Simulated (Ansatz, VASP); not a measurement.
**One calculation of Ru, two programs**

Contents of INCAR:

```
PREC     = Accurate       # precision mode
ENCUT    = 520            # plane-wave cutoff, eV
EDIFF    = 1E-6           # SCF threshold, eV
ISMEAR   = 1              # smearing method
SIGMA    = 0.05           # smearing width, eV
LREAL    = F              # projectors in reciprocal space
LASPH    = T              # aspherical terms in the spheres
NELM     = 80             # most SCF steps
ALGO     = Normal         # electronic algorithm
ISIF     = 2              # what is computed and relaxed
LWAVE    = F              # write WAVECAR
LCHARG   = F              # write CHGCAR
GGA      = PE             # functional
NBANDS   = 21             # bands
```

The input KPOINTS:

```
regular mesh
0
Gamma
  12 12 7
```

POSCAR

```
Ru
1.0
    2.7718209985      0.0000000000      0.0000000000
   -1.3859104992      2.4004674019      0.0000000000
    0.0000000000      0.0000000000      4.3863775347
Ru
2
Direct
    0.3333333333      0.6666666667      0.2500000000
    0.6666666667      0.3333333333      0.7500000000
```

Input for Ansatz:

```yaml
crystal:
  lattice:
    - [2.7718209984817626, 0.0, 0.0]
    - [-1.3859104992408813, 2.4004674019279575, 0.0]
    - [0.0, 0.0, 4.386377534702882]
  atoms:
    - { symbol: Ru, position: [0.3333333333333333, 0.6666666666666666, 0.25] }
    - { symbol: Ru, position: [0.6666666666666666, 0.3333333333333333, 0.75] }
basis:
  ecutwfc: 500.0
kpoints:
  mp_grid:
    grid: [12, 12, 7]
hamiltonian:
  xc: pbe
scf:
  occupations:
    method: cold
    width: 0.05
output:
  stress: true
```

Alike in both runs: task single point; functional PBE; k mesh 12 × 12 × 7; no spin polarisation.

|  | VASP | Ansatz |
| --- | --- | --- |
| version | VASP 6.6.1 | Ansatz 0.2.0 |
| potentials or method | VASP PAW PBE potentials, release 64 (Ru_pv) | plane waves, PAW |
| plane-wave cutoff (eV) | 520 | 500 |
| occupations | methfessel-paxton of order 1, width 0.05 eV | cold, width 0.05 eV |
| valence electrons in the cell | 28 | 32 |

VASP gave:

| Quantity | Value |
| --- | --- |
| pressure (GPa) | -16.1 |
| largest component of the traceless stress (GPa) | 0.57 |

Problem. Which values does Ansatz return?

Solution. Pressure (GPa): -16.0; largest component of the traceless stress (GPa): 0.52.

The two sets of potentials don't hold the same shells in valence.

Caveats: so large a pressure means that the cell lies far from this level's equilibrium, or that cutoff or potentials fall short (VASP).
